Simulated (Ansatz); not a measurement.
System: HfO₂ (fluorite type, first atom moved by 0.06 Å along [111]), 3 atoms in the cell.

```yaml
crystal:
  lattice:
    - [0.00000, 2.53500, 2.53500]
    - [2.53500, 0.00000, 2.53500]
    - [2.53500, 2.53500, 0.00000]
  atoms:
    - { symbol: Hf, position: [0.00683, 0.00683, 0.00683] }
    - { symbol: O, position: [0.25000, 0.25000, 0.25000] }
    - { symbol: O, position: [0.75000, 0.75000, 0.75000] }
```
Lattice in Å, positions in fractions of it.

Code and potentials: Ansatz PAW hard set, 700 eV. Settings: k-mesh 4×4×4 Γ-centred; Fermi–Dirac smearing of 0.05 eV; no spin polarisation; no spin–orbit coupling. For HSE06: exchange singularity: Wigner-Seitz.

Plain PBE gives:

```json
{
 "Pressure": "4.50 GPa",
 "Gap on the mesh": "3.79 eV"
}
```

```tsv
atom	Fx (eV/Å)	Fy (eV/Å)	Fz (eV/Å)
Hf1	-0.192	-0.192	-0.192
O2	0.124	0.124	0.124
O3	0.068	0.068	0.068
```

(1) What changes under HSE06?

Results:

(1) The pressure goes down by 6.34 GPa to -1.84 GPa; the gap goes up by 1.60 eV to 5.39 eV; the forces move by 13 meV/Å (rms):

| atom | Fx (eV/Å) | Fy (eV/Å) | Fz (eV/Å) |
| --- | --- | --- | --- |
| Hf1 | -0.203 | -0.203 | -0.203 |
| O2 | 0.129 | 0.129 | 0.129 |
| O3 | 0.074 | 0.074 | 0.074 |

The stress includes the program's correction for the finite plane-wave basis.

This cubic structure is a model: it isn't the usual form of the substance at ambient conditions, and such phases are metastable or hypothetical. A gap read on the mesh is an upper bound of this method's gap, since the mesh can miss a band edge. Spin–orbit coupling is left out; with heavy elements it can shift the gap and split levels by tenths of an eV. Potentials made with PBE were used with another functional (at least in: Ansatz PAW hard set, 700 eV (HSE06)). Semilocal functionals give gaps that mostly lie well below measured ones.
